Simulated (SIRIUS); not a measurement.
# Au (Fm-3m) in SIRIUS: a series of runs

The runs below take Au through equation of state, with PBEsol.

All numbers are computed with SIRIUS 7.12.0; they aren't measurements. Logs are shortened: lines on timing, memory, paths and dates and some standing lists are left out, and cuts for length are marked. The log counts tension as positive stress, the text compression.

**Experimental background.**

From “Exploring toroidal anvil profiles for larger sample volumes above 4 Mbar”, 2024, pmc:11102561, for a bulk crystal of Au: bulk modulus 167 GPa.

How close the calculation comes is told below.

### Step 1. The crystal as given

Symmetry: Fm-3m, No. 225, cubic system. Conventional cell: a = 4.070 Å, b = 4.070 Å, c = 4.070 Å, α = 90.00°, β = 90.00°, γ = 90.00°. Around Au (site symmetry m-3m) lie 12 Au at 2.88 Å.

### Step 2. Equation of state, PBEsol, 15.84 Å³/atom (volume scaled by 0.94)

sirius.json reads:

```json
{
  "control": {
    "processing_unit": "cpu",
    "std_evp_solver_name": "lapack",
    "gen_evp_solver_name": "lapack",
    "verbosity": 2,
    "print_forces": false,
    "ortho_rf": true,
    "use_second_variation": true,
    "rmt_max": 3.0,
    "num_bands_to_print": 24,
    "save_wf": true
  },
  "parameters": {
    "electronic_structure_method": "full_potential_lapwlo",
    "xc_functionals": ["XC_GGA_X_PBE_SOL", "XC_GGA_C_PBE_SOL"],
    "core_relativity": "dirac",
    "valence_relativity": "iora",
    "num_fv_states": 25,
    "smearing": "fermi_dirac",
    "smearing_width": 0.0018374661,
    "pw_cutoff": 20,
    "gk_cutoff": 3.51,
    "lmax_apw": 11,
    "lmax_rho": 8,
    "lmax_pot": 8,
    "num_mag_dims": 0,
    "auto_rmt": 0,
    "ngridk": [11, 11, 11],
    "shiftk": [0, 0, 0],
    "num_dft_iter": 80,
    "energy_tol": 1e-07,
    "density_tol": 1e-05,
    "use_symmetry": true
  },
  "settings": {"tol_ne": 1e-10},
  "iterative_solver": {"type": "exact"},
  "mixer": {"type": "anderson", "beta": 0.5, "max_history": 8},
  "unit_cell": {
    "lattice_vectors": [[0.0, 3.767089153, 3.767089153], [3.767089153, 0.0, 3.767089153], [3.767089153, 3.767089153, 0.0]],
    "atom_types": ["Au"],
    "atom_files": {"Au": "Au.json"},
    "atoms": {"Au": [[0.0, 0.0, 0.0]]}
  }
}
```

Au.json reads:

```json
{
  "name": "gold",
  "symbol": "Au",
  "number": 79,
  "mass": 196.966569,
  "rmin": 1e-06,
  "rmt": 2.62,
  "nrmt": 800,
  "rinf": 13.44,
  "core": "1s2s2p3s3p3d4s4p4d",
  "valence": [
    {"basis": [{"enu": 0.17, "dme": 0, "n": 0, "auto": 0}, {"enu": 0.17, "dme": 1, "n": 0, "auto": 0}]},
    {"l": 0, "n": 1, "basis": [{"enu": 0.27, "dme": 0, "n": 0, "auto": 0}]},
    {"l": 1, "n": 2, "basis": [{"enu": 0.27, "dme": 0, "n": 0, "auto": 0}]},
    {"l": 2, "n": 3, "basis": [{"enu": 0.27, "dme": 0, "n": 0, "auto": 0}]},
    {"l": 3, "n": 4, "basis": [{"enu": 0.27, "dme": 0, "n": 0, "auto": 0}]},
    {"l": 4, "n": 5, "basis": [{"enu": 0.27, "dme": 0, "n": 0, "auto": 0}]}
  ],
  "lo": [
    {"l": 0, "basis": [{"enu": 0.27, "dme": 0, "n": 0, "auto": 0}, {"enu": 0.27, "dme": 1, "n": 0, "auto": 0}]},
    {
      "l": 0,
      "basis": [{"enu": -3.4844, "dme": 0, "n": 5, "auto": 1}, {"enu": -3.4844, "dme": 1, "n": 5, "auto": 1}]
    },
    {
      "l": 0,
      "basis": [{"enu": -3.4844, "dme": 1, "n": 5, "auto": 1}, {"enu": 0.27, "dme": 0, "n": 0, "auto": 0}]
    },
    {"l": 0, "basis": [{"enu": 0.27, "dme": 0, "n": 0, "auto": 0}, {"enu": 2.6009, "dme": 0, "n": 0, "auto": 0}]},
    {"l": 1, "basis": [{"enu": 0.27, "dme": 0, "n": 0, "auto": 0}, {"enu": 0.27, "dme": 1, "n": 0, "auto": 0}]},
    {
      "l": 1,
      "basis": [{"enu": -1.7079, "dme": 0, "n": 5, "auto": 1}, {"enu": -1.7079, "dme": 1, "n": 5, "auto": 1}]
    },
    {
      "l": 1,
      "basis": [{"enu": -1.7079, "dme": 1, "n": 5, "auto": 1}, {"enu": 0.27, "dme": 0, "n": 0, "auto": 0}]
    },
    {"l": 1, "basis": [{"enu": 0.27, "dme": 0, "n": 0, "auto": 0}, {"enu": 2.9505, "dme": 0, "n": 0, "auto": 0}]},
    {"l": 2, "basis": [{"enu": 0.27, "dme": 0, "n": 0, "auto": 0}, {"enu": 0.27, "dme": 1, "n": 0, "auto": 0}]},
    {"l": 2, "basis": [{"enu": 0.27, "dme": 1, "n": 0, "auto": 0}, {"enu": 0.27, "dme": 2, "n": 0, "auto": 0}]},
    {"l": 2, "basis": [{"enu": 0.27, "dme": 0, "n": 0, "auto": 0}, {"enu": 2.5426, "dme": 0, "n": 0, "auto": 0}]},
    {"l": 3, "basis": [{"enu": 0.27, "dme": 0, "n": 0, "auto": 0}, {"enu": 0.27, "dme": 1, "n": 0, "auto": 0}]},
    {
      "l": 3,
      "basis": [{"enu": -2.5191, "dme": 0, "n": 4, "auto": 1}, {"enu": -2.5191, "dme": 1, "n": 4, "auto": 1}]
    },
    {
      "l": 3,
      "basis": [{"enu": -2.5191, "dme": 1, "n": 4, "auto": 1}, {"enu": 0.27, "dme": 0, "n": 0, "auto": 0}]
    },
    {"l": 3, "basis": [{"enu": 0.27, "dme": 0, "n": 0, "auto": 0}, {"enu": 3.6498, "dme": 0, "n": 0, "auto": 0}]},
    {"l": 4, "basis": [{"enu": 0.27, "dme": 0, "n": 0, "auto": 0}, {"enu": 0.27, "dme": 1, "n": 0, "auto": 0}]},
    {"l": 4, "basis": [{"enu": 0.27, "dme": 0, "n": 0, "auto": 0}, {"enu": 3.067, "dme": 0, "n": 0, "auto": 0}]}
  ],
  "free_atom": [... radial grid and density of the free atom, the start of the SCF ...]
}
```

sirius_start.json reads:

```json
{
  "control": {
    "processing_unit": "cpu",
    "std_evp_solver_name": "lapack",
    "gen_evp_solver_name": "lapack",
    "verbosity": 1,
    "print_forces": false,
    "ortho_rf": true,
    "use_second_variation": true,
    "rmt_max": 3.0,
    "num_bands_to_print": 24,
    "save_wf": false
  },
  "parameters": {
    "electronic_structure_method": "full_potential_lapwlo",
    "xc_functionals": ["XC_LDA_X", "XC_LDA_C_PW"],
    "core_relativity": "dirac",
    "valence_relativity": "iora",
    "num_fv_states": 25,
    "smearing": "fermi_dirac",
    "smearing_width": 0.0055123983,
    "pw_cutoff": 20,
    "gk_cutoff": 2.81,
    "lmax_apw": 11,
    "lmax_rho": 8,
    "lmax_pot": 8,
    "num_mag_dims": 0,
    "auto_rmt": 0,
    "ngridk": [4, 4, 4],
    "shiftk": [0, 0, 0],
    "num_dft_iter": 30,
    "energy_tol": 0.01,
    "density_tol": 0.05,
    "use_symmetry": true
  },
  "settings": {"tol_ne": 1e-10},
  "iterative_solver": {"type": "exact"},
  "mixer": {"type": "anderson", "beta": 0.5, "max_history": 8},
  "unit_cell": {
    "lattice_vectors": [[0.0, 3.767089153, 3.767089153], [3.767089153, 0.0, 3.767089153], [3.767089153, 3.767089153, 0.0]],
    "atom_types": ["Au"],
    "atom_files": {"Au": "Au.json"},
    "atoms": {"Au": [[0.0, 0.0, 0.0]]}
  }
}
```

Potentials or basis: all-electron FP-LAPW, apw+lo standard.

The run is started by

```bash
$ OMP_NUM_THREADS=1 sirius.scf --input=sirius_start.json --output=start.json
$ OMP_NUM_THREADS=1 sirius.scf --input=sirius.json --output=output.json --task=1
```

What it wrote:

```text
[info] SIRIUS version : 7.12.0
[info] number of MPI ranks           : 1
[info] MPI grid                      : 1 1
[info] maximum number of OMP threads : 1
[fft] FFT context for density and potential
[fft] =====================================
[fft]   plane wave cutoff                     : 20
[fft]   grid size                             : 36 36 36   total : 46656
[fft]   grid limits                           : -17 18   -17 18   -17 18
[fft]   number of G-vectors within the cutoff : 14331
[fft]   number of G-shells                    : 416
[fft] FFT context for coarse grid
[fft] =====================================
[fft]   plane wave cutoff                     : 7.02
[fft]   grid size                             : 15 15 15   total : 3375
[fft]   grid limits                           : -7 7   -7 7   -7 7
[fft]   number of G-vectors within the cutoff : 609
[fft]   number of G-shells                    : 30
[unit cell] lattice vectors
[unit cell]   a1 :       0.0000000000      3.7670891530      3.7670891530
[unit cell]   a2 :       3.7670891530      0.0000000000      3.7670891530
[unit cell]   a3 :       3.7670891530      3.7670891530      0.0000000000
[unit cell] reciprocal lattice vectors
[unit cell]   b1 :      -0.8339576065      0.8339576065      0.8339576065
[unit cell]   b2 :       0.8339576065     -0.8339576065      0.8339576065
[unit cell]   b3 :       0.8339576065      0.8339576065     -0.8339576065
[unit cell] unit cell volume :       106.91722815 [a.u.^3]
[unit cell] 1/sqrt(omega)    :         0.09671106
[unit cell] MT volume        :        75.33425248 (70.46%)
[unit cell] IT volume        :        31.58297566 (29.54%)
[unit cell] number of atom types : 1
[unit cell] type id : 0 symbol : Au mt_radius :   2.620000 num_atoms : 1
[unit cell] total number of atoms : 1
[unit cell] number of symmetry classes : 1
[unit cell] atom id  type id  class id             position                      vector_field
[unit cell] ------------------------------------------------------------------------------------------
[unit cell]      0        0        0      0.00000   0.00000   0.00000      0.00000   0.00000   0.00000
[unit cell] atom id         position (Cartesian, a.u.)
[unit cell] ---------------------------------------------
[unit cell]      0       0.000000    0.000000    0.000000
[... 317 lines left out ...]
[generate_radial_functions] {l: 3, n: 4, enu: -2.53692, dme: 1, auto: 1}
[diagonalize] Lowest band energies
[diagonalize] ik:    0   -3.529718   -2.537359   -2.536959   -2.536959   -2.536959   -2.536727   -2.536727   -2.536727   -1.735835   -1.735835   -1.735835   -0.035640    0.171513    0.171513    0.171513    0.235611    0.235611    0.883749    1.045782    1.045782    1.045782    1.235556    1.429814    1.429814
[diagonalize] ik:    1   -3.529667   -2.537356   -2.536963   -2.536963   -2.536958   -2.536727   -2.536725   -2.536725   -1.736707   -1.735965   -1.735965   -0.024359    0.167626    0.175452    0.175452    0.233837    0.233837    0.897889    0.987013    1.060580    1.060580    1.275321    1.351990    1.374731
[diagonalize] ik:    2   -3.529531   -2.537352   -2.536974   -2.536974   -2.536958   -2.536728   -2.536721   -2.536721   -1.739035   -1.736312   -1.736312    0.006452    0.161087    0.182576    0.182576    0.233781    0.233781    0.875957    0.930909    1.098867    1.098867    1.193638    1.276000    1.276000
[diagonalize] ik:    3   -3.529352   -2.537344   -2.536989   -2.536989   -2.536957   -2.536729   -2.536715   -2.536715   -1.742059   -1.736765   -1.736765    0.043020    0.169693    0.182026    0.182026    0.246605    0.246605    0.752824    0.923798    1.115939    1.115939    1.182612    1.216342    1.216342
[diagonalize] ik:    4   -3.529188   -2.537337   -2.537002   -2.537002   -2.536957   -2.536730   -2.536710   -2.536710   -1.744813   -1.737182   -1.737182    0.060900    0.175427    0.175427    0.218712    0.268053    0.268053    0.620163    0.889427    1.055681    1.055681    1.258874    1.258874    1.259840
[diagonalize] ...
[diagonalize] ik:   51   -3.528868   -2.537323   -2.537017   -2.537002   -2.536993   -2.536711   -2.536711   -2.536707   -1.744957   -1.741365   -1.739766    0.093687    0.108711    0.217788    0.255184    0.295259    0.496318    0.551242    0.671008    0.758517    1.089005    1.187801    1.312940    1.477199
[diagonalize] ik:   52   -3.528969   -2.537328   -2.537014   -2.536997   -2.536985   -2.536719   -2.536712   -2.536707   -1.744154   -1.740979   -1.738805    0.120470    0.127690    0.157380    0.242307    0.267572    0.392288    0.656953    0.717469    0.835056    1.126707    1.146193    1.337148    1.414698
[diagonalize] ik:   53   -3.528910   -2.537325   -2.537013   -2.537006   -2.536987   -2.536717   -2.536710   -2.536706   -1.744045   -1.741957   -1.739226    0.124487    0.134378    0.158977    0.230132    0.282985    0.467551    0.570852    0.701415    0.792581    1.109059    1.210567    1.373211    1.433941
[diagonalize] ik:   54   -3.528877   -2.537323   -2.537015   -2.537002   -2.536994   -2.536713   -2.536710   -2.536708   -1.744343   -1.741698   -1.739870    0.108282    0.121255    0.184479    0.242838    0.295408    0.488118    0.590757    0.665207    0.737853    1.158130    1.185495    1.287723    1.488974
[diagonalize] ik:   55   -3.528872   -2.537323   -2.537010   -2.537009   -2.536994   -2.536712   -2.536711   -2.536707   -1.743402   -1.742816   -1.739812    0.116972    0.139170    0.162953    0.229908    0.295265    0.524504    0.584841    0.624423    0.745449    1.155226    1.226080    1.306911    1.432943
[generate_core_charge_density] atom class : 0
[generate_core_charge_density]   n,l,k : 1 0 1  energy :       -2962.68349540
[generate_core_charge_density]   n,l,k : 2 0 1  energy :        -521.98549286
[generate_core_charge_density]   n,l,k : 2 1 1  energy :        -500.51041572
[generate_core_charge_density]   n,l,k : 2 1 2  energy :        -433.07454541
[generate_core_charge_density]   n,l,k : 3 0 1  energy :        -122.85554704
[generate_core_charge_density]   n,l,k : 3 1 1  energy :        -113.21053463
[generate_core_charge_density]   n,l,k : 3 1 2  energy :         -98.32946174
[generate_core_charge_density]   n,l,k : 3 2 2  energy :         -82.33182723
[generate_core_charge_density]   n,l,k : 3 2 3  energy :         -79.13291326
[generate_core_charge_density]   n,l,k : 4 0 1  energy :         -26.31013134
[generate_core_charge_density]   n,l,k : 4 1 1  energy :         -22.19952848
[generate_core_charge_density]   n,l,k : 4 1 2  energy :         -18.62694528
[generate_core_charge_density]   n,l,k : 4 2 2  energy :         -11.90605553
[generate_core_charge_density]   n,l,k : 4 2 3  energy :         -11.24070326
[find] Total energy                   :  -19042.65706762 (Ha),  -38085.31413525 (Ry)
[find] iteration : 1, RMS (target) : 1.8850e-01 (1.0000e-05) , energy difference (target) : 3.6914e-05 (1.0000e-07)
[find] Total energy                   :  -19042.65704994 (Ha),  -38085.31409987 (Ry)
[... 17 lines left out ...]
[find] valence_eval_sum               :     -50.35092349
[find] core_eval_sum                  :  -11657.93828428
[find] kinetic energy                 :   21877.16289431
[find] enuc                           :  -24004.12952591
[find] <rho|V^{XC}>                   :    -474.55071087
[find] <rho|E^{XC}>                   :    -360.23968194
[find] <mag|B^{XC}>                   :       0.00000000
[find] <rho|V^{H}>                    :  -33110.90139122
[find] smearing (-TS)                 :      -0.00009087
[find] SCF correction                 :      -0.00004266
[find] Total energy                   :  -19042.65705181 (Ha),  -38085.31410361 (Ry)
[find] Free energy (E-TS)             :  -19042.65714268 (Ha),  -38085.31428536 (Ry)
[find] band gap (eV)                  :       0.00000000
[find] Efermi                         :       0.37500830
[find] iteration : 6, RMS (target) : 1.4211e-06 (1.0000e-05) , energy difference (target) : 1.8979e-08 (1.0000e-07)
[find] converged after 7 SCF iterations!
[find] Charges and magnetic moments
[find] --------------------------------------------------------------------------------
[find] atom      charge    core leakage
[find] --------------------------------------------------------------------------------
[find]    0   77.956717    1.144731e-08
[find] total core leakage    : 1.14473128e-08
[find] interstitial charge   : 1.043280
[find] total charge          : 78.999997
[find] Energy
[find] --------------------------------------------------------------------------------
[find] valence_eval_sum               :     -50.35092349
[find] core_eval_sum                  :  -11657.93828428
[find] kinetic energy                 :   21877.16289431
[find] enuc                           :  -24004.12952591
[find] <rho|V^{XC}>                   :    -474.55071087
[find] <rho|E^{XC}>                   :    -360.23968194
[find] <mag|B^{XC}>                   :       0.00000000
[find] <rho|V^{H}>                    :  -33110.90139122
[find] smearing (-TS)                 :      -0.00009087
[find] SCF correction                 :      -0.00004266
[find] Total energy                   :  -19042.65705181 (Ha),  -38085.31410361 (Ry)
[find] Free energy (E-TS)             :  -19042.65714268 (Ha),  -38085.31428536 (Ry)
[find] band gap (eV)                  :       0.00000000
[find] Efermi                         :       0.37500830
```

Wall time 57 s (1 thread of Arm Neoverse N1, shared host); peak memory 0.33 GiB.

What came out:

```
Free energy                                       : -518177.0987 eV
Band gap on the k mesh                            : none (metal or under the smearing width)
All electrons inside the program's atomic spheres : Au 77.96 (radii Au 2.62 bohr)
```

### Step 3. Equation of state, PBEsol, 16.18 Å³/atom (volume scaled by 0.96)

Edit sirius.json of step 2 so:

```diff
@@ -39,3 +39,3 @@
   "unit_cell": {
-    "lattice_vectors": [[0.0, 3.767089153, 3.767089153], [3.767089153, 0.0, 3.767089153], [3.767089153, 3.767089153, 0.0]],
+    "lattice_vectors": [[0.0, 3.793618824, 3.793618824], [3.793618824, 0.0, 3.793618824], [3.793618824, 3.793618824, 0.0]],
     "atom_types": ["Au"],
```

Au.json reads:

```json
{
  "name": "gold",
  "symbol": "Au",
  "number": 79,
  "mass": 196.966569,
  "rmin": 1e-06,
  "rmt": 2.62,
  "nrmt": 800,
  "rinf": 13.44,
  "core": "1s2s2p3s3p3d4s4p4d",
  "valence": [
    {"basis": [{"enu": 0.16, "dme": 0, "n": 0, "auto": 0}, {"enu": 0.16, "dme": 1, "n": 0, "auto": 0}]},
    {"l": 0, "n": 1, "basis": [{"enu": 0.26, "dme": 0, "n": 0, "auto": 0}]},
    {"l": 1, "n": 2, "basis": [{"enu": 0.26, "dme": 0, "n": 0, "auto": 0}]},
    {"l": 2, "n": 3, "basis": [{"enu": 0.26, "dme": 0, "n": 0, "auto": 0}]},
    {"l": 3, "n": 4, "basis": [{"enu": 0.26, "dme": 0, "n": 0, "auto": 0}]},
    {"l": 4, "n": 5, "basis": [{"enu": 0.26, "dme": 0, "n": 0, "auto": 0}]}
  ],
  "lo": [
    {"l": 0, "basis": [{"enu": 0.26, "dme": 0, "n": 0, "auto": 0}, {"enu": 0.26, "dme": 1, "n": 0, "auto": 0}]},
    {
      "l": 0,
      "basis": [{"enu": -3.4944, "dme": 0, "n": 5, "auto": 1}, {"enu": -3.4944, "dme": 1, "n": 5, "auto": 1}]
    },
    {
      "l": 0,
      "basis": [{"enu": -3.4944, "dme": 1, "n": 5, "auto": 1}, {"enu": 0.26, "dme": 0, "n": 0, "auto": 0}]
    },
    {"l": 0, "basis": [{"enu": 0.26, "dme": 0, "n": 0, "auto": 0}, {"enu": 2.5909, "dme": 0, "n": 0, "auto": 0}]},
    {"l": 1, "basis": [{"enu": 0.26, "dme": 0, "n": 0, "auto": 0}, {"enu": 0.26, "dme": 1, "n": 0, "auto": 0}]},
    {
      "l": 1,
      "basis": [{"enu": -1.7179, "dme": 0, "n": 5, "auto": 1}, {"enu": -1.7179, "dme": 1, "n": 5, "auto": 1}]
    },
    {
      "l": 1,
      "basis": [{"enu": -1.7179, "dme": 1, "n": 5, "auto": 1}, {"enu": 0.26, "dme": 0, "n": 0, "auto": 0}]
    },
    {"l": 1, "basis": [{"enu": 0.26, "dme": 0, "n": 0, "auto": 0}, {"enu": 2.9405, "dme": 0, "n": 0, "auto": 0}]},
    {"l": 2, "basis": [{"enu": 0.26, "dme": 0, "n": 0, "auto": 0}, {"enu": 0.26, "dme": 1, "n": 0, "auto": 0}]},
    {"l": 2, "basis": [{"enu": 0.26, "dme": 1, "n": 0, "auto": 0}, {"enu": 0.26, "dme": 2, "n": 0, "auto": 0}]},
    {"l": 2, "basis": [{"enu": 0.26, "dme": 0, "n": 0, "auto": 0}, {"enu": 2.5326, "dme": 0, "n": 0, "auto": 0}]},
    {"l": 3, "basis": [{"enu": 0.26, "dme": 0, "n": 0, "auto": 0}, {"enu": 0.26, "dme": 1, "n": 0, "auto": 0}]},
    {
      "l": 3,
      "basis": [{"enu": -2.5291, "dme": 0, "n": 4, "auto": 1}, {"enu": -2.5291, "dme": 1, "n": 4, "auto": 1}]
    },
    {
      "l": 3,
      "basis": [{"enu": -2.5291, "dme": 1, "n": 4, "auto": 1}, {"enu": 0.26, "dme": 0, "n": 0, "auto": 0}]
    },
    {"l": 3, "basis": [{"enu": 0.26, "dme": 0, "n": 0, "auto": 0}, {"enu": 3.6398, "dme": 0, "n": 0, "auto": 0}]},
    {"l": 4, "basis": [{"enu": 0.26, "dme": 0, "n": 0, "auto": 0}, {"enu": 0.26, "dme": 1, "n": 0, "auto": 0}]},
    {"l": 4, "basis": [{"enu": 0.26, "dme": 0, "n": 0, "auto": 0}, {"enu": 3.057, "dme": 0, "n": 0, "auto": 0}]}
  ],
  "free_atom": [... radial grid and density of the free atom, the start of the SCF ...]
}
```

Edit sirius_start.json of step 2 so:

```diff
@@ -39,3 +39,3 @@
   "unit_cell": {
-    "lattice_vectors": [[0.0, 3.767089153, 3.767089153], [3.767089153, 0.0, 3.767089153], [3.767089153, 3.767089153, 0.0]],
+    "lattice_vectors": [[0.0, 3.793618824, 3.793618824], [3.793618824, 0.0, 3.793618824], [3.793618824, 3.793618824, 0.0]],
     "atom_types": ["Au"],
```

Potentials or basis: all-electron FP-LAPW, apw+lo standard.

The run is started by

```bash
$ OMP_NUM_THREADS=1 sirius.scf --input=sirius_start.json --output=start.json
$ OMP_NUM_THREADS=1 sirius.scf --input=sirius.json --output=output.json --task=1
```

Wall time 57 s (1 thread of Arm Neoverse N1, shared host); peak memory 0.33 GiB.

The run converged. Its results:

```yaml
Free_energy: -518177.1250 eV
Band_gap_on_the_k_mesh: none (metal or under the smearing width)
All_electrons_inside_the_program's_atomic_spheres: Au 77.91 (radii Au 2.62 bohr)
```

(Part 1 of 3 ends here.)
